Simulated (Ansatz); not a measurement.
# HgSe (F-43m) in Ansatz: a series of runs

The runs below take HgSe through single point, equation of state, with exchange-only PBE.

All numbers are computed with Ansatz 0.2.0; they aren't measurements. Logs are shortened: lines on timing, memory, paths and dates and some standing lists are left out, and cuts for length are marked.

## 1. The crystal as given

The structure is cubic, space group F-43m (No. 216). The conventional cell has a = 6.078 Å, b = 6.078 Å, c = 6.078 Å, α = 90.00°, β = 90.00°, γ = 90.00°. Hg (site symmetry -43m) is surrounded by 4 Se at 2.63 Å. Se (site symmetry -43m) is surrounded by 4 Hg at 2.63 Å.

## 2. Single point, exchange-only PBE, 26.38 Å³/atom (volume scaled by 0.94)

The input, input.yaml:

```yaml
crystal:
  lattice:
    - [0.0, 2.9769621844, 2.9769621844]
    - [2.9769621844, 0.0, 2.9769621844]
    - [2.9769621844, 2.9769621844, 0.0]
  atoms:
    - { symbol: Hg, position: [0.0, 0.0, 0.0] }
    - { symbol: Se, position: [0.75, 0.75, 0.75] }
hamiltonian:
  xc: { exchange: pbe, correlation: none }
  pseudopotentials: { kind: paw }
kpoints:
  mp_grid: { grid: [8, 8, 8] }
scf:
  occupations: { method: fermi_dirac, width: 0.05 }
output:
  forces: true
  stress: true
  eigenvalues: true
```

Potentials or basis: Ansatz PAW.

On the command line:

```
> ansatz run input.yaml --threads 2 --pin off --max-ram 5120MiB --backend cpu --events-out ev --progress --plain --runs-dir out
```

The log of the run:

```text
Warning: RAYON_NUM_THREADS=2 ignored (pool sized by the plan → 2); use --threads N
Engine: ansatz 0.2.0, x86_64-unknown-linux-gnu
Pseudopotentials: kind: paw
Pseudopotential: Hg, paw, valence charge 20, recommended cutoff 420 eV (normal), Hg.paw.azcp
Pseudopotential: Se, paw, valence charge 16, recommended cutoff 420 eV (normal), Se.paw.azcp
Functional definition: unnamed
  exchange = pbe_x
  correlation = 0
Crystal: 2 atoms, lattice volume = 52.765 Å³
Basis set: ecut = 420 eV, 965 PW (Γ), exchange–correlation on 60×60×60 points (8 copies of the dense FFT grid, shifted against one another)
Bands: 22, of which v1, the nominal top of the filled ones, is band 18 counted from 1 (17 counted from 0)
Symmetry: 24 space group operations
Space group: F-43m (ITA 216), of the structure as read, at distance tolerance 3.8e-5 Å
k-points: 29 of 512 (time reversal used)
Non-local potential: Hg, projectors of the file, l = 0: 3, l = 1: 2, l = 2: 2, l = 3: 1
Non-local potential: Se, projectors of the file, l = 0: 2, l = 1: 2, l = 2: 3, l = 3: 1
PAW form: soft (Blöchl's): semilocal exchange-correlation on the pseudo side does not see the compensation charge
PAW frozen core: Hg, regenerated for the run's functional, and the local potential with it (the file was generated under x = pbe(κ = 0.804, μ = 0.2195149727645171), c = pbe(β = 0.06672455060314922))
PAW frozen core: Se, regenerated for the run's functional, and the local potential with it (the file was generated under x = pbe(κ = 0.804, μ = 0.2195149727645171), c = pbe(β = 0.06672455060314922))
PAW one-centre angular grid: Hg, 590 points (default); XC on 64 Gauss nodes
PAW one-centre angular grid: Se, 590 points (default); XC on 64 Gauss nodes
Initial density: superposition of atomic densities (neutral atoms: chi_scale 0, normalization atom), corrected by the library's trained network
Initial wavefunctions: pseudopotential atomic-orbital guess
Functional: x = pbe(κ = 0.804, μ = 0.2195149727645171), c = none
SCF iter   1: F=—  HF=-19103.180614 eV  |F-HF|=—  |Δ(HF+E_count)|=         —  Δρ=7.08e-3  dr2=2.38e-2  ethr=1.77e-3  ⟨swp⟩=6.0  Hψ=2753  notcnv=0
preconditioner: auto → none  [insulator: Δε(μ)=0.613 eV  Ē_g=11.553 eV  σ=0.050 eV  W_gap=0.73  n_scr=14 (ndim 8)  ℏωp=21.7 eV  f_vac=0.177  D(μ)=0.06/eV (n_scr^D=0)  ε∞_Penn≈4.5]
SCF iter   2: F=—  HF=-19103.172652 eV  |F-HF|=—  |Δ(HF+E_count)|=   7.96e-3  Δρ=1.96e-3  dr2=2.45e-3  ethr=6.60e-5  ⟨swp⟩=2.0  Hψ=1479  notcnv=0
SCF iter   3: F=—  HF=-19103.171988 eV  |F-HF|=—  |Δ(HF+E_count)|=   6.64e-4  Δρ=8.18e-4  dr2=1.58e-4  ethr=6.82e-6  ⟨swp⟩=2.0  Hψ=871  notcnv=0
SCF iter   4: F=—  HF=-19103.172018 eV  |F-HF|=—  |Δ(HF+E_count)|=   3.00e-5  Δρ=2.78e-4  dr2=2.06e-5  ethr=4.40e-7  ⟨swp⟩=3.0  Hψ=1126  notcnv=0
SCF iter   5: F=—  HF=-19103.172021 eV  |F-HF|=—  |Δ(HF+E_count)|=   2.65e-6  Δρ=4.08e-5  dr2=3.41e-7  ethr=5.72e-8  ⟨swp⟩=2.0  Hψ=1045  notcnv=0
SCF iter   6: F=-19103.172021 eV  HF=-19103.172021 eV  |F-HF|=8.23e-9  |Δ(HF+E_count)|=   4.27e-7  Δρ=5.57e-6  dr2=5.76e-9  ethr=2.78e-10  ⟨swp⟩=5.1  Hψ=2780  notcnv=0
SCF 1 converged in 6 iterations: F = -19103.172021 eV  dr2 = 5.76e-9
SCF converged after 6 iterations
Free energy (F): -19103.172021 eV
Harris-Foulkes:  -19103.172021 eV  (|F-HF|=8.23e-9)
Internal energy: -19103.171470 eV  (E = F + TS)
E sigma→0 (E₀):  -19103.171746 eV
Entropy (-TS):   -0.000551 eV (-0.276 meV/atom)
Fermi energy:    11.530990 eV
--- Per-component energies (eV) ---
  E_band       = -782.001250
  E_kinetic    = 724.796461
  E_local      = -5617.178744  (includes V_loc(G=0)·N_el)
  E_nonlocal   = -535.578324
  E_hartree    = 2583.942605
  E_xc         = -298.615084
  E_vxc        = -331.348960  (∫ρ·V_xc dr)
  E_paw        = -11703.486110  (= ΣΔE_a)
  E_vpaw       = -190.580783  (= ΣTr[D̂ρ^β])
  E_aug_tail   = 0.000343  (compensation charges beyond the density's cutoff)
  E_ewald      = -4257.682128
  E_core_change = 0.629512  (= ΣΔE_core)
  E_smearing   = -0.000551  (= −TS)
  E_closure    = -0.000000  (closes the sum)
  Σ components = -19103.172021   (vs F -19103.172021, Δ=0.00e0)
--- Forces (eV/Å), atoms counted from 1 ---
  atom   1  Hg    -0.00000000     0.00000000    -0.00000000
  atom   2  Se     0.00000000    -0.00000000     0.00000000
  max |Σ_I F_I| component: 3.70e-17 eV/Å
--- Stress (GPa, compression-positive) ---
       19.608125       0.000000      -0.000000
       -0.000000      19.608125       0.000000
       -0.000000       0.000000      19.608125
  P = ⅓ Tr σ = 19.6081 GPa (196.081 kbar)
--- Band table (eV; the first three rows and the last of 29) ---
  k-point 0: bands = ["-103.1470", "-51.6079", "-51.6079", "-51.6079", "-35.9667", "-35.9667", "-35.9667", "-35.9616", "-35.9616", "-2.4922", "3.9545", "3.9545", "3.9545", "4.8133", "4.8133", "10.5729", "11.4819", "11.4819", "11.4819", "16.9011", "16.9011", "16.9011"]
  k-point 1: bands = ["-103.1470", "-51.6080", "-51.6079", "-51.6079", "-35.9667", "-35.9667", "-35.9667", "-35.9616", "-35.9616", "-2.4158", "3.9783", "3.9896", "3.9896", "4.8102", "4.8102", "9.5986", "11.3016", "11.3016", "12.1088", "16.6024", "17.1352", "17.1352"]
  k-point 2: bands = ["-103.1470", "-51.6083", "-51.6080", "-51.6080", "-35.9668", "-35.9667", "-35.9667", "-35.9616", "-35.9616", "-2.2252", "4.0674", "4.0674", "4.1173", "4.8164", "4.8164", "8.0855", "10.9005", "10.9005", "12.5480", "16.8939", "17.5506", "17.5506"]
  k-point 28: bands = ["-103.1470", "-51.6084", "-51.6084", "-51.6082", "-35.9670", "-35.9668", "-35.9667", "-35.9616", "-35.9615", "-1.7540", "4.2721", "4.4197", "4.6829", "4.7539", "5.5375", "5.8213", "8.3885", "8.8218", "15.2295", "16.6285", "17.6316", "18.9989"]
```

It took 6.6 s on 2 threads of Intel Xeon at 2.50GHz (Skylake/Cascade Lake), shared host; peak memory 0.37 GiB.

Results:

```
Free energy            : -19103.1720 eV
Pressure               : 19.6 GPa
Band gap on the k mesh : none (metal or under the smearing width)
```

Caveat: the PAW data sets come from PBE, with cores solved anew for the run's functional, which leaves a small shift of forces and pressure.

## 3. Single point, exchange-only PBE, 26.94 Å³/atom (volume scaled by 0.96)

input.yaml, as its differences from that of step 2:

```diff
@@ -2,5 +2,5 @@
   lattice:
-    - [0.0, 2.9769621844, 2.9769621844]
-    - [2.9769621844, 0.0, 2.9769621844]
-    - [2.9769621844, 2.9769621844, 0.0]
+    - [0.0, 2.9979273976, 2.9979273976]
+    - [2.9979273976, 0.0, 2.9979273976]
+    - [2.9979273976, 2.9979273976, 0.0]
   atoms:
```

Potentials or basis: Ansatz PAW.

On the command line:

```
> ansatz run input.yaml --threads 2 --pin off --max-ram 5120MiB --backend cpu --events-out ev --progress --plain --runs-dir out
```

Run time: 5.7 s. Hardware: 2 threads of Intel Xeon at 2.50GHz (Skylake/Cascade Lake), shared host; peak memory 0.37 GiB.

Results (log left out):

```yaml
Free_energy: -19103.3019 eV
Pressure: 17.5 GPa
Band_gap_on_the_k_mesh: none (metal or under the smearing width)
```

Caveat: the PAW data sets come from PBE, with cores solved anew for the run's functional, which leaves a small shift of forces and pressure.

## 4. Single point, exchange-only PBE, 27.51 Å³/atom (volume scaled by 0.98)

input.yaml, as its differences from that of step 3:

```diff
@@ -2,5 +2,5 @@
   lattice:
-    - [0.0, 2.9979273976, 2.9979273976]
-    - [2.9979273976, 0.0, 2.9979273976]
-    - [2.9979273976, 2.9979273976, 0.0]
+    - [0.0, 3.0186034123, 3.0186034123]
+    - [3.0186034123, 0.0, 3.0186034123]
+    - [3.0186034123, 3.0186034123, 0.0]
   atoms:
```

On the command line:

```
> ansatz run input.yaml --threads 2 --pin off --max-ram 5120MiB --backend cpu --events-out ev --progress --plain --runs-dir out
```

It took 6.5 s on 2 threads of Intel Xeon at 2.50GHz (Skylake/Cascade Lake), shared host; peak memory 0.37 GiB.

Results (log left out):

```
Free energy            : -19103.4175 eV
Pressure               : 15.6 GPa
Band gap on the k mesh : none (metal or under the smearing width)
```

Caveat: the PAW data sets come from PBE, with cores solved anew for the run's functional, which leaves a small shift of forces and pressure.

## 5. Single point, exchange-only PBE, 28.07 Å³/atom

input.yaml, as its differences from that of step 4:

```diff
@@ -2,5 +2,5 @@
   lattice:
-    - [0.0, 3.0186034123, 3.0186034123]
-    - [3.0186034123, 0.0, 3.0186034123]
-    - [3.0186034123, 3.0186034123, 0.0]
+    - [0.0, 3.039, 3.039]
+    - [3.039, 0.0, 3.039]
+    - [3.039, 3.039, 0.0]
   atoms:
@@ -19 +19,5 @@
   eigenvalues: true
+  write_density: true
+  write_potential: true
+  elf: true
+  volumetric_format: npy
```

On the command line:

```
> ansatz run input.yaml --threads 2 --pin off --max-ram 5120MiB --backend cpu --events-out ev --progress --plain --runs-dir out
```

Wall time 7.7 s (2 threads of Intel Xeon at 2.50GHz (Skylake/Cascade Lake), shared host); peak memory 0.38 GiB.

It converged, with:

```
Free energy            : -19103.5205 eV
Pressure               : 13.8 GPa
Band gap on the k mesh : none (metal or under the smearing width)
```

Caveat: the PAW data sets come from PBE, with cores solved anew for the run's functional, which leaves a small shift of forces and pressure.

## 6. Single point, exchange-only PBE, 28.63 Å³/atom (volume scaled by 1.02)

input.yaml, as its differences from that of step 5:

```diff
@@ -2,5 +2,5 @@
   lattice:
-    - [0.0, 3.039, 3.039]
-    - [3.039, 0.0, 3.039]
-    - [3.039, 3.039, 0.0]
+    - [0.0, 3.0591264144, 3.0591264144]
+    - [3.0591264144, 0.0, 3.0591264144]
+    - [3.0591264144, 3.0591264144, 0.0]
   atoms:
@@ -19,5 +19 @@
   eigenvalues: true
-  write_density: true
-  write_potential: true
-  elf: true
-  volumetric_format: npy
```

Potentials or basis: Ansatz PAW.

On the command line:

```
> ansatz run input.yaml --threads 2 --pin off --max-ram 5120MiB --backend cpu --events-out ev --progress --plain --runs-dir out
```

Wall time 6.8 s (2 threads of Intel Xeon at 2.50GHz (Skylake/Cascade Lake), shared host); peak memory 0.37 GiB.

The run converged. Its results:

| Item | Value |
| --- | --- |
| Free energy | -19103.6118 eV |
| Pressure | 12.3 GPa |
| Band gap on the k mesh | none (metal or under the smearing width) |

Caveat: the PAW data sets come from PBE, with cores solved anew for the run's functional, which leaves a small shift of forces and pressure.

## 7. Single point, exchange-only PBE, 29.19 Å³/atom (volume scaled by 1.04)

input.yaml, as its differences from that of step 6:

```diff
@@ -2,5 +2,5 @@
   lattice:
-    - [0.0, 3.0591264144, 3.0591264144]
-    - [3.0591264144, 0.0, 3.0591264144]
-    - [3.0591264144, 3.0591264144, 0.0]
+    - [0.0, 3.0789914282, 3.0789914282]
+    - [3.0789914282, 0.0, 3.0789914282]
+    - [3.0789914282, 3.0789914282, 0.0]
   atoms:
@@ -19 +19,5 @@
   eigenvalues: true
+  write_density: true
+  write_potential: true
+  elf: true
+  volumetric_format: npy
```

On the command line:

```
> ansatz run input.yaml --threads 2 --pin off --max-ram 5120MiB --backend cpu --events-out ev --progress --plain --runs-dir out
```

It took 7.2 s on 2 threads of Intel Xeon at 2.50GHz (Skylake/Cascade Lake), shared host; peak memory 0.38 GiB.

It converged, with:

```yaml
Free_energy: -19103.6927 eV
Pressure: 10.8 GPa
Band_gap_on_the_k_mesh: none (metal or under the smearing width)
```

Caveat: the PAW data sets come from PBE, with cores solved anew for the run's functional, which leaves a small shift of forces and pressure.

## 8. Single point, exchange-only PBE, 29.75 Å³/atom (volume scaled by 1.06)

The input, input.yaml:

```yaml
crystal:
  lattice:
    - [0.0, 3.0986033673, 3.0986033673]
    - [3.0986033673, 0.0, 3.0986033673]
    - [3.0986033673, 3.0986033673, 0.0]
  atoms:
    - { symbol: Hg, position: [0.0, 0.0, 0.0] }
    - { symbol: Se, position: [0.75, 0.75, 0.75] }
hamiltonian:
  xc: { exchange: pbe, correlation: none }
  pseudopotentials: { kind: paw }
kpoints:
  mp_grid: { grid: [8, 8, 8] }
scf:
  occupations: { method: fermi_dirac, width: 0.05 }
output:
  forces: true
  stress: true
  eigenvalues: true
```

On the command line:

```
> ansatz run input.yaml --threads 2 --pin off --max-ram 5120MiB --backend cpu --events-out ev --progress --plain --runs-dir out
```

It took 6.5 s on 2 threads of Intel Xeon at 2.50GHz (Skylake/Cascade Lake), shared host; peak memory 0.37 GiB.

It converged, with:

```yaml
Free_energy: -19103.7640 eV
Pressure: 9.5 GPa
Band_gap_on_the_k_mesh: none (metal or under the smearing width)
```

Caveat: the PAW data sets come from PBE, with cores solved anew for the run's functional, which leaves a small shift of forces and pressure.

## 9. Equation of state, exchange-only PBE

Potentials or basis: Ansatz PAW.

This step only gathers the single runs of the series.

What came out:

```yaml
Equilibrium_volume: outside the volumes run
```

Energy against volume, from the lowest point:
```csv
volume (Å³/atom),energy (meV/atom)
26.383,296.00
26.944,231.08
27.505,173.24
28.067,121.77
28.628,76.11
29.189,35.68
29.751,0.00
```

Caveat: the potentials were made for another functional, which shifts forces and pressure.
